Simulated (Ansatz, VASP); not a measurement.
This is a calculation of PtSe for VASP 6.6.1.

Contents of INCAR:

```
PREC     = Accurate       # precision mode
ENCUT    = 520            # plane-wave cutoff, eV
EDIFF    = 1E-6           # SCF threshold, eV
ISMEAR   = -1             # smearing method
SIGMA    = 0.05           # smearing width, eV
LREAL    = False          # projectors in reciprocal space
LASPH    = True           # aspherical terms in the spheres
NELM     = 100            # most SCF steps
ALGO     = Normal         # electronic algorithm
ISIF     = 2              # what is computed and relaxed
LWAVE    = False          # write WAVECAR
LCHARG   = False          # write CHGCAR
GGA      = PE             # functional
NBANDS   = 15             # bands
```

File KPOINTS:

```
Automatic mesh
0
Gamma
  8 8 8
```

File POSCAR:

```
PtSe
1.0
    0.0000000000      2.7796292813      2.7796292813
    2.7796292813      0.0000000000      2.7796292813
    2.7796292813      2.7796292813      0.0000000000
Pt Se
1 1
Direct
    0.5000000000      0.5000000000      0.5000000000
    0.0000000000      0.0000000000      0.0000000000
```

Potentials or basis: VASP PAW PBE potentials, release 64 (Pt, Se).

Run with:

```bash
$ cat potpaw_PBE.64/Pt/POTCAR potpaw_PBE.64/Se/POTCAR > POTCAR
$ mpirun -np 1 vasp_std > vasp.out
```

Task: Set up the same calculation for Ansatz 0.2.0. Potentials there: Ansatz PAW.

Result: As run (the cutoff follows the program's own potentials):

input.yaml

```yaml
crystal:
  lattice:
    - [0.0, 2.7796292813, 2.7796292813]
    - [2.7796292813, 0.0, 2.7796292813]
    - [2.7796292813, 2.7796292813, 0.0]
  atoms:
    - { symbol: Pt, position: [0.5, 0.5, 0.5] }
    - { symbol: Se, position: [0.0, 0.0, 0.0] }
hamiltonian:
  xc: pbe
  pseudopotentials: { kind: paw }
kpoints:
  mp_grid: { grid: [8, 8, 8] }
scf:
  occupations: { method: fermi_dirac, width: 0.05 }
output:
  forces: true
  stress: true
  eigenvalues: true
```

Potentials or basis: Ansatz PAW.

Command:

```bash
$ ansatz run input.yaml --threads 1 --pin off --max-ram 3584MiB --backend cpu --events-out ev --progress --plain --runs-dir out
```

Both were run:

|  | VASP | Ansatz | Ansatz less VASP |
| --- | --- | --- | --- |
| gap on the k mesh at the Fermi level (eV) | none | none | - |
| pressure (GPa) | -13.5 | -13.5 | +0.09 |

A gap of «none» marks a metal or a gap that the smearing closes. The two sets of potentials don't hold the same shells in valence.

Spin-orbit coupling is left out, which matters for the levels of Pt.
